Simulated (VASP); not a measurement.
Results of a VASP single-point calculation on PbSe (strained rocksalt)

POSCAR

```
Pb Se
 1.0000000000000000
    -0.0844822253000000    3.0659940396000001    3.0659940396000001
     3.0659940396000001   -0.0844822253000000    3.0659940396000001
     3.0659940396000001    3.0659940396000001   -0.0844822253000000
 Pb  Se
   1   1
Cartesian
  0.0000000000000000  0.0000000000000000  0.0000000000000000
  3.0237529269500008  3.0237529269500008  3.0237529269499999
```

| Property | Result |
| --- | --- |
| gap between bands v and c | 0.20 eV |
| least direct gap | 0.42 eV |

Band v is the last that the valence electrons fill when counted band by band, and c is the next. Levels in eV from the top of v:

```tsv
point	v−1	v	c	c+1
Γ	-1.79	-1.49	4.54	4.62
X	-3.09	-2.84	3.88	5.30
K	-2.60	-2.22	3.25	3.89
L	-1.42	-0.22	0.20	1.57
W	-3.90	-0.73	1.89	4.80
```

Problem. Which of these levels of theory gave these results?
A. HSE06
B. LDA
C. PBE
D. PBE0
E. PBEsol
F. PBE with spin–orbit coupling
G. r²SCAN

Solution. C.

The INCAR was:

```
NBANDS = 17
SIGMA = 0.02
ENCUT = 520
LREAL = .FALSE.
NELM = 120
GGA = PE
EDIFF = 1E-7
NSW = 0
LCHARG = .TRUE.
ISIF = 2
PREC = Accurate
LELF = .TRUE.
IBRION = -1
LWAVE = .FALSE.
LASPH = .TRUE.
ISMEAR = -1
```
